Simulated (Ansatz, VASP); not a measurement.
# Mg in VASP and in Ansatz

INCAR

```
SYSTEM = Mg
  PREC = Accurate
  ENCUT = 600
  EDIFF = 1E-7
  ISMEAR = 0
  SIGMA = 0.1
  LREAL = .FALSE.
  LASPH = .TRUE.
  NELM = 80
  ALGO = Normal
  ISIF = 3
  LWAVE = .FALSE.
  LCHARG = .FALSE.
  GGA = PS
  IBRION = 2
  NSW = 80
  EDIFFG = -0.01
```

Contents of KPOINTS:

```
regular mesh
0
G
  16 16 16
  0 0 0
```

The input POSCAR:

```
Mg
1.0
   -1.7791764875      1.7791764875      1.7791764875
    1.7791764875     -1.7791764875      1.7791764875
    1.7791764875      1.7791764875     -1.7791764875
Mg
1
Direct
    0.0000000000      0.0000000000      0.0000000000
```

Input for Ansatz:

```yaml
crystal:
  lattice:
    - [-1.7791764875, 1.7791764875, 1.7791764875]
    - [1.7791764875, -1.7791764875, 1.7791764875]
    - [1.7791764875, 1.7791764875, -1.7791764875]
  atoms:
    - { symbol: Mg, position: [0.0, 0.0, 0.0] }
basis:
  ecutwfc: 420
kpoints:
  mp_grid: { grid: [16, 16, 16] }
hamiltonian:
  xc: pbesol
scf:
  occupations: { method: gaussian, width: 0.1 }
output:
  forces: true
  stress: true
  eigenvalues: true
  write_density: true
  write_potential: true
  elf: true
  volumetric_format: npy
relax:
  adjacent_minimum: "off"
  f_tol: 0.01
  max_steps: 60
  cell: { stress_tol: 0.1 }
```

Alike in both runs: task relaxation of cell and atoms; functional PBEsol; k mesh 16 × 16 × 16; occupations gaussian, width 0.1 eV; no spin polarisation.

|  | VASP | Ansatz |
| --- | --- | --- |
| version | VASP 6.6.1 | Ansatz 0.2.0 |
| potentials or method | VASP PAW PBE potentials, release 64 (Mg) | scalar-relativistic, plane waves, PAW |
| plane-wave cutoff (eV) | 600 | 420 |
| valence electrons in the cell | 2 | 10 |

```csv
,VASP,Ansatz,Ansatz less VASP
"gap on the k mesh at the Fermi level, each at its own relaxed structure (eV)",none,none,-
relaxed volume (Å³/atom),22.48,22.53,+0.047
relaxed cell length with the largest relative difference (Å),3.079,3.082,+0.0021
```

A gap of «none» marks a metal or a gap that the smearing closes. The two sets of potentials don't hold the same shells in valence.

Caveats: the PAW data sets were made with another functional, which shifts forces and pressure a little (VASP).
